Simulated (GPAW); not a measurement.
# Cr (Im-3m) in GPAW: settings compared

One crystal, Cr, is run at these levels: PBE, LDA; tasks: single point.

Program: GPAW 26.7.0. These are calculated values, not measurements. Logs are shortened: lines on timing, memory, paths and dates and some standing lists are left out, and cuts for length are marked. The log counts tension as positive stress, the text compression.

## 1. Starting point

It takes space group Im-3m (No. 229, cubic). Conventional cell: a = 2.969 Å, b = 2.969 Å, c = 2.969 Å, α = 90.00°, β = 90.00°, γ = 90.00°. Cr (site symmetry m-3m) has 8 Cr at 2.57 Å as nearest neighbours.

## 2. Single point, PBE, collinear spin, ferromagnetic start

File run.py:

```python
from ase import Atoms
from ase.dft.bandgap import bandgap
from ase.io import write
from ase.units import GPa
from gpaw import GPAW, PW

atoms = Atoms(['Cr'],
              cell=[[-1.4844496776, 1.4844496776, 1.4844496776],
                    [1.4844496776, -1.4844496776, 1.4844496776],
                    [1.4844496776, 1.4844496776, -1.4844496776]],
              scaled_positions=[[0.0, 0.0, 0.0]],
              pbc=True)
atoms.set_initial_magnetic_moments([4.5])

calc = GPAW(mode=PW(600),
            xc='PBE',
            kpts={'size': (12, 12, 12), 'gamma': True},
            occupations={'name': 'fermi-dirac', 'width': 0.05},
            nbands=11,
            convergence={'density': 1e-05, 'energy': 1e-05},
            maxiter=150,
            txt='gpaw.txt')
atoms.calc = calc
energy = atoms.get_potential_energy()
forces = atoms.get_forces()
stress = atoms.get_stress()
calc.write('gs.gpw')
write('result.traj', atoms)
print(f'Energy: {energy:.6f} eV')
print('Forces (eV/A):')
print(forces.round(4))
print('Stress (GPa):', (stress / GPa).round(3))
print('Moments:', calc.get_magnetic_moments().round(3))
print('Fermi level:', round(calc.get_fermi_level(), 4), 'eV')
print(f'Gap: {bandgap(calc)[0]:.4f} eV, direct: {bandgap(calc, direct=True)[0]:.4f} eV')
```

Potentials or basis: GPAW PAW data sets (gpaw-data 1.2.1), pw.

On the command line:

```
$ OMP_NUM_THREADS=1 python run.py
```

gpaw.txt:

```text
__  _  _
 | _ |_)|_||  |
 |__||  | ||/\| - 26.7.0

Input parameters:
  mode=PW(ecut=600.0),
  convergence={'density': 1e-05, 'energy': 1e-05},
  kpts=MonkhorstPack(size=(12, 12, 12), gamma=True),
  maxiter=150,
  nbands=11,
  occupations=Occupations(name='fermi-dirac', width=0.05),
  xc=XC(name='PBE')

Diagonalizing LCAO Hamiltonian
Converting LCAO to pw mode

       Cr

Atoms  # Å, Bohr magnetons
|   | symbol |        x |        y |        z |    initial magnetic moments |
|---|--------|----------|----------|----------|-----------------------------|
| 0 |     Cr | 0.000000 | 0.000000 | 0.000000 | ( 0.0000,  0.0000,  4.5000) |

Unit cell  # Å
| periodic |         x |         y |         z |  lengths |     angles |
|----------|-----------|-----------|-----------|----------|------------|
|      yes | -1.484450 |  1.484450 |  1.484450 | 2.571142 | 109.471221 |
|      yes |  1.484450 | -1.484450 |  1.484450 | 2.571142 | 109.471221 |
|      yes |  1.484450 |  1.484450 | -1.484450 | 2.571142 | 109.471221 |

Number of symmetries: 48
Symmetry operations  # r_c * U_cc + t_c -> r_c
|    | kind |            matrix            |
|----|------|------------------------------|
|  0 |  σ   |  1, 1, 1,  0, 0,-1,  0,-1, 0 |
|  1 |  C4  |  1, 1, 1,  0, 0,-1, -1, 0, 0 |
|  2 |  C2  |  1, 1, 1,  0,-1, 0,  0, 0,-1 |
|  3 |  S6  |  1, 1, 1,  0,-1, 0, -1, 0, 0 |
|  4 |  S6  |  1, 1, 1, -1, 0, 0,  0, 0,-1 |
|  5 |  C4  |  1, 1, 1, -1, 0, 0,  0,-1, 0 |
|  6 |  E   |  1, 0, 0,  0, 1, 0,  0, 0, 1 |
|  7 |  σ   |  1, 0, 0,  0, 1, 0, -1,-1,-1 |
|  8 |  σ   |  1, 0, 0,  0, 0, 1,  0, 1, 0 |
|  9 |  C3  |  1, 0, 0,  0, 0, 1, -1,-1,-1 |
| 10 |  C3  |  1, 0, 0, -1,-1,-1,  0, 1, 0 |
| 11 |  σ   |  1, 0, 0, -1,-1,-1,  0, 0, 1 |
| 12 |  σ   |  0, 1, 0,  1, 0, 0,  0, 0, 1 |
| 13 |  C2  |  0, 1, 0,  1, 0, 0, -1,-1,-1 |
| 14 |  C3  |  0, 1, 0,  0, 0, 1,  1, 0, 0 |
| 15 |  S4  |  0, 1, 0,  0, 0, 1, -1,-1,-1 |
| 16 |  S4  |  0, 1, 0, -1,-1,-1,  1, 0, 0 |
| 17 |  C3  |  0, 1, 0, -1,-1,-1,  0, 0, 1 |
| 18 |  C3  |  0, 0, 1,  1, 0, 0,  0, 1, 0 |
| 19 |  S4  |  0, 0, 1,  1, 0, 0, -1,-1,-1 |
| 20 |  σ   |  0, 0, 1,  0, 1, 0,  1, 0, 0 |
| 21 |  C3  |  0, 0, 1,  0, 1, 0, -1,-1,-1 |
| 22 |  C2  |  0, 0, 1, -1,-1,-1,  1, 0, 0 |
| 23 |  S4  |  0, 0, 1, -1,-1,-1,  0, 1, 0 |
| 24 |  C4  |  0, 0,-1,  1, 1, 1,  0,-1, 0 |
| 25 |  σ   |  0, 0,-1,  1, 1, 1, -1, 0, 0 |
| 26 |  S6  |  0, 0,-1,  0,-1, 0,  1, 1, 1 |
| 27 |  C2  |  0, 0,-1,  0,-1, 0, -1, 0, 0 |
| 28 |  C4  |  0, 0,-1, -1, 0, 0,  1, 1, 1 |
| 29 |  S6  |  0, 0,-1, -1, 0, 0,  0,-1, 0 |
| 30 |  S6  |  0,-1, 0,  1, 1, 1,  0, 0,-1 |
| 31 |  C4  |  0,-1, 0,  1, 1, 1, -1, 0, 0 |
| 32 |  C4  |  0,-1, 0,  0, 0,-1,  1, 1, 1 |
| 33 |  S6  |  0,-1, 0,  0, 0,-1, -1, 0, 0 |
| 34 |  σ   |  0,-1, 0, -1, 0, 0,  1, 1, 1 |
| 35 |  C2  |  0,-1, 0, -1, 0, 0,  0, 0,-1 |
| 36 |  C2  | -1, 0, 0,  1, 1, 1,  0, 0,-1 |
| 37 |  S6  | -1, 0, 0,  1, 1, 1,  0,-1, 0 |
| 38 |  S6  | -1, 0, 0,  0, 0,-1,  1, 1, 1 |
| 39 |  C2  | -1, 0, 0,  0, 0,-1,  0,-1, 0 |
| 40 |  C2  | -1, 0, 0,  0,-1, 0,  1, 1, 1 |
| 41 |  i   | -1, 0, 0,  0,-1, 0,  0, 0,-1 |
| 42 |  S4  | -1,-1,-1,  1, 0, 0,  0, 1, 0 |
| 43 |  C3  | -1,-1,-1,  1, 0, 0,  0, 0, 1 |
| 44 |  C3  | -1,-1,-1,  0, 1, 0,  1, 0, 0 |
| 45 |  σ   | -1,-1,-1,  0, 1, 0,  0, 0, 1 |
| 46 |  S4  | -1,-1,-1,  0, 0, 1,  1, 0, 0 |
| 47 |  C2  | -1,-1,-1,  0, 0, 1,  0, 1, 0 |

BZ-sampling:
  Number of BZ points: 1728
  Number of IBZ points: 72

  Monkhorst-Pack size: [12, 12, 12]
  Monkhorst-Pack shift: [0.041666666666666664, 0.041666666666666664, 0.041666666666666664]

K-points  # in reciprocal-cell coordinates
|     |                                coordinates |     weight |
|-----|--------------------------------------------|------------|
|   0 | ( -0.00000000,  -0.00000000,  -0.00000000) | 0.00057870 |
|   1 | (  0.08333333,  -0.00000000,  -0.00000000) | 0.00694444 |
|   2 | (  0.08333333,   0.08333333,  -0.08333333) | 0.00347222 |
|   3 | (  0.16666667,  -0.00000000,  -0.08333333) | 0.01388889 |
|   4 | (  0.16666667,  -0.00000000,  -0.00000000) | 0.00694444 |
|   5 | (  0.16666667,   0.08333333,  -0.08333333) | 0.01388889 |
|   6 | (  0.16666667,   0.16666667,  -0.16666667) | 0.00347222 |
|   7 | (  0.25000000,  -0.08333333,  -0.08333333) | 0.00462963 |
|   8 | (  0.25000000,  -0.00000000,  -0.08333333) | 0.02777778 |
|   9 | (  0.25000000,  -0.00000000,  -0.00000000) | 0.00694444 |
| ... |                                            |            |
|  71 | (  0.50000000,   0.50000000,   0.50000000) | 0.00057870 |

Plane wave coefficients: 466
Cutoff: 600.0 eV

Spin-components: 2 (collinear spins)
Bands:           11
Projectors:      6
Spin-degeneracy: 1
Datatype:        complex128

Parallelization:
  kpt:    1
  domain: 1
  band:   1

Density:
  Valence electrons: 6.0
  Components: 2
  Grid points: [15 15 15]
  Charge: 0.0  # |e|

Potential:
  Grid points: [15 15 15]

species:
  Cr:
    name:    Chromium
    Z:       24.0
    valence: 6
    core:    18
    charge:  0.0  # [|e|]
    compensation charges:
      type: gauss
      rc: 0.35  # [Å]
      lmax: 2
    cutoffs:
      filter: 2.14  # [Å]
      core: 3.04  # [Å]
    projectors
    | kind |    occ | energy [eV] | rcut [Å] |
    |------|--------|-------------|----------|
    |   4s |  1.000 |      -4.007 |    1.164 |
    |   4p |  0.000 |      -0.989 |    1.217 |
    |   3d |  5.000 |      -2.913 |    1.111 |
    |    s |        |      23.205 |    1.164 |
    |    p |        |      26.223 |    1.217 |
    |    d |        |      24.299 |    1.111 |

    Using partial waves for Cr as LCAO basis

Reference energy: -28582.377450  # eV

eigensolver:
  PPCG
  Converge bands: occupied
  niter=2

density mixing:
  MSR1-Mixer
  Pratt-step length: 0.05
  Maximum mixing coefficient: 0.75
  Old densities: 10
  SVD Regularization: 0.005
  Good broyden scale: 1.0
  Trust region scale: 1.0
  Backstep threshold: 4.0
  History deletion threshold: 6.0
  Fourier metric: weight=20.0, sigma=0.015

occupation numbers:
  Fermi-Dirac:
    width: 0.0500  # eV

poisson solver:
  ecut: 4800.0  # eV

xc functional:
  name: PBE with 2 nearest neighbor stencil

convergence criteria:
- Maximum integral of absolute [dens]ity change: 1e-05 electrons / valence electron
- Maximum [total energy] change in last 3 cyles: 1e-05 eV / valence electron
- Maximum integral of absolute [eigenst]ate change: 4e-08 eV^2 / valence electron
maximum number of iterations: 150

SCF iterations
|iter     | |      energy | eigst |  dens |  magmom |
|---------|-|-------------|-------|-------|---------|
|iter:   1| |   -7.575727 | -0.26 |       |  +4.5027|
|iter:   2| |   -7.616120 | -1.92 | -0.50 |  +4.4192|
|iter:   3| |247950.099904 | +5.26 | -0.51 |-8534.0608|
|iter:   4| |   -5.877177 | +1.31 | +3.21 |  +2.2888|
|iter:   5| |   -9.222385 | +0.88 | -0.46 |  +2.1332|
|iter:   6| |    6.956936 | +1.09 | -0.37 |  -5.7310|
|iter:   7| |  157.222861 | +0.48 | -0.28 | -14.4305|
|iter:   8| |   -7.157725 | -0.98 | +0.19 |  -4.2301|
|iter:   9| |   -9.408808 | -0.43 | -0.33 |  +0.7863|
|iter:  10| |   -9.352799 | -2.03 | -0.65 |  +0.6491|
|iter:  11| |   -9.303387 | -2.40 | -0.74 |  +0.4773|
|iter:  12| |   -9.272262 | -2.48 | -0.87 |  +0.2837|
|iter:  13| |   -9.252323 | -2.49 | -1.07 |  +0.1697|
|iter:  14| |   -9.251636 | -2.46 | -1.38 |  -0.0072|
|iter:  15| |   -9.250930 | -3.55 | -1.90 |  -0.0059|
|iter:  16| |   -9.250945 | -5.70 | -2.83 |  -0.0047|
|iter:  17| |   -9.250954c| -5.96 | -3.09 |  +0.0023|
|iter:  18| |   -9.250951c| -6.83 | -3.38 |  -0.0008|
|iter:  19| |   -9.250952c| -7.75c| -3.75 |  -0.0001|
|iter:  20| |   -9.250953c| -7.86c| -4.56 |  +0.0000|
|iter:  21| |   -9.250953c| -8.89c| -5.53c|  +0.0000|

Converged in 21 steps
Energy contributions relative to reference atoms: (reference = -28582.377450)

Energy contributions:
  Kinetic:         -24.967280
  Coulomb:          17.361543
  Zero:              0.190302
  External:          0.000000
  Xc:               -1.832787
  Entropy:          -0.005462
  Spinorbit:         0.000000
  ----------------------------
  Free energy:      -9.253684
  Extrapolated:     -9.250953

dipole moment: (-3.671565, -3.671565, -3.671565)  # |e|*Ang

Total magnetic moment: (0.000000, 0.000000, 0.000000)

Local magnetic moments
|        x |        y |         z |
|----------|----------|-----------|
| 0.000000 | 0.000000 | -0.000001 |  # Cr   0

Fermi level: 9.512
Eigenvalues  # (at kpt = [-0.000, -0.000, -0.000])
| band index |      eig [eV] | occ [0-1] |      eig [eV] | occ [0-1] |
|------------|---------------|-----------|---------------|-----------|
|          0 |         2.231 |     1.000 |         2.231 |     1.000 |
|          1 |         8.782 |     1.000 |         8.782 |     1.000 |
|          2 |         8.782 |     1.000 |         8.782 |     1.000 |
|          3 |         8.782 |     1.000 |         8.782 |     1.000 |
|          4 |        10.490 |     0.000 |        10.490 |     0.000 |
|          5 |        10.490 |     0.000 |        10.490 |     0.000 |
|          6 |        19.548 |     0.000 |        19.548 |     0.000 |
|          7 |        19.548 |     0.000 |        19.548 |     0.000 |
|          8 |        19.548 |     0.000 |        19.548 |     0.000 |
|          9 |        27.574 |     0.000 |        27.574 |     0.000 |
|         10 |        31.513 |     0.000 |        31.513 |     0.000 |

No gap
No difference between direct/indirect transitions

Forces  # eV/Ang
|       x |       y |        z |
|---------|---------|----------|
| 0.00000 | 0.00000 | -0.00000 |  # Cr   0

Stress tensor  # eV/Ang^3
|        x |         y |         z |
|----------|-----------|-----------|
| 0.158806 |  0.000000 |  0.000000 |
| 0.000000 |  0.158806 | -0.000000 |
| 0.000000 | -0.000000 |  0.158806 |

# Writing to gs.gpw (mode='')
```

Run time: 31 s. Hardware: 1 thread of Arm Neoverse V1, shared host; peak memory 0.14 GiB.

Results:

| Item | Value |
| --- | --- |
| Free energy | -9.2537 eV |
| Pressure | -25.4 GPa |
| Band gap on the k mesh | none (metal or under the smearing width) |
| Net moment | 0.00 μB per cell |

Caveat: the starting moments collapsed, and a magnetic state may lie lower.

(Continued in part 2 of 2.)
